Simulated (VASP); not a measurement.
Input of a VASP 6.6.1 run:

File POSCAR:

```
AlN
1.0
    3.3121157418      0.0000000000      0.0000000000
   -1.6560578709      2.8683763727      0.0000000000
    0.0000000000      0.0000000000      4.1875630000
Al N
2 2
Direct
    0.6666666667      0.3333333333      0.2500000000
    0.3333333333      0.6666666667      0.7500000000
    0.6666666667      0.3333333333      0.7500000000
    0.3333333333      0.6666666667      0.2500000000
```

The input INCAR.step1:

```
SYSTEM = AlN
ALGO     = Fast           ! electronic algorithm
EDIFF    = 1E-8           ! SCF threshold, eV
ENCUT    = 500            ! plane-wave cutoff, eV
ISMEAR   = 0              ! smearing method
LASPH    = .True.         ! aspherical terms in the spheres
LCHARG   = .False.        ! write CHGCAR
LREAL    = .False.        ! projectors in reciprocal space
LWAVE    = .True.         ! write WAVECAR
NELM     = 100            ! most SCF steps
PREC     = Accurate       ! precision mode
SIGMA    = 0.01           ! smearing width, eV
```

File INCAR.step2:

```
SYSTEM = AlN
ALGO     = Exact          ! electronic algorithm
EDIFF    = 1E-8           ! SCF threshold, eV
ENCUT    = 500            ! plane-wave cutoff, eV
ISMEAR   = 0              ! smearing method
ISTART   = 1            
LASPH    = .True.         ! aspherical terms in the spheres
LCHARG   = .False.        ! write CHGCAR
LOPTICS  = .True.         ! frequency-dependent dielectric function
LREAL    = .False.        ! projectors in reciprocal space
LWAVE    = .True.         ! write WAVECAR
NBANDS   = 253            ! bands
NELM     = 1              ! most SCF steps
PREC     = Accurate       ! precision mode
SIGMA    = 0.01           ! smearing width, eV
```

INCAR.step3

```
SYSTEM = AlN
ALGO     = EVGW0          ! electronic algorithm
EDIFF    = 1E-8           ! SCF threshold, eV
ENCUT    = 500            ! plane-wave cutoff, eV
ENCUTGW  = 150            ! cutoff of the response function
ISMEAR   = 0              ! smearing method
ISTART   = 1            
LASPH    = .True.         ! aspherical terms in the spheres
LCHARG   = .False.        ! write CHGCAR
LREAL    = .False.        ! projectors in reciprocal space
LWAVE    = .False.        ! write WAVECAR
NBANDS   = 253            ! bands
NBANDSGW = 16           
NELMGW   = 1            
NOMEGA   = 64             ! frequency points
PREC     = Accurate       ! precision mode
PRECFOCK = Fast         
SIGMA    = 0.01           ! smearing width, eV
```

The input KPOINTS:

```
k-points
0
Gamma
  5 5 4
  0 0 0
```

Potentials or basis: VASP PAW LDA potentials, release 64 (Al_GW, N_GW).

Run with:

```console
$ cat potpaw_LDA.64/Al_GW/POTCAR potpaw_LDA.64/N_GW/POTCAR > POTCAR
$ cp INCAR.step1 INCAR
$ mpirun -np 1 vasp_std > vasp.out
$ cp INCAR.step2 INCAR
$ mpirun -np 1 vasp_std > vasp.out
$ cp INCAR.step3 INCAR
$ mpirun -np 1 vasp_std > vasp.out
```

(1) Predict the quasiparticle gap.

(2) Predict the least direct quasiparticle gap.

(3) What does it give for the band gap on the k mesh, mean-field level?

Answers

(1) 4.72 eV.

(2) 4.72 eV.

(3) 3.28 eV, direct.

Caveat: the k mesh is coarse (spacing up to 0.44 Å⁻¹), so the values aren't converged; bands, screening cutoff and mesh are small and nothing is extrapolated, so the quasiparticle values aren't converged.
